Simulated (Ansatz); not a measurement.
BAs:

```
As B
1.0
     0.00000    2.38850    2.38850
     2.38850    0.00000    2.38850
     2.38850    2.38850    0.00000
As B
1 1
Direct
  0.75000 0.75000 0.75000
  0.00000 0.00000 0.00000
```

Base run:

| Property | Result |
| --- | --- |
| Program | Ansatz 0.2.0 |
| Functional | PBE0 |
| Potentials or basis | all-electron PAW datasets made for the crystal |
| Cutoff | 380 eV |
| Density cutoff | 1520 eV |
| k mesh | 8 × 8 × 8 |
| Occupations | fermi-dirac, width 0.05 eV |
| Spin | no spin polarisation |

Its results: band gap on the k mesh 2.51 eV, indirect (least direct gap 4.78 eV).

**Question.** After a change of settings the same cell gave: band gap on the k mesh 1.10 eV, indirect (least direct gap 3.25 eV). Which change was it?
A. functional from PBE0 to PBEsol; cutoff from 380 eV to 260 eV; density cutoff from 1520 eV to 1300 eV
B. k mesh from 8 × 8 × 8 to 6 × 6 × 6
C. functional from PBE0 to PBE; cutoff from 380 eV to 260 eV; density cutoff from 1520 eV to 1300 eV; k mesh from 8 × 8 × 8 to 6 × 6 × 6
D. functional from PBE0 to HSE06; k mesh from 8 × 8 × 8 to 6 × 6 × 6

**Answer.** A.

PBE0 gives the wider gap, since exact exchange removes part of the self-interaction.

Not every run made on this cell is shown here.
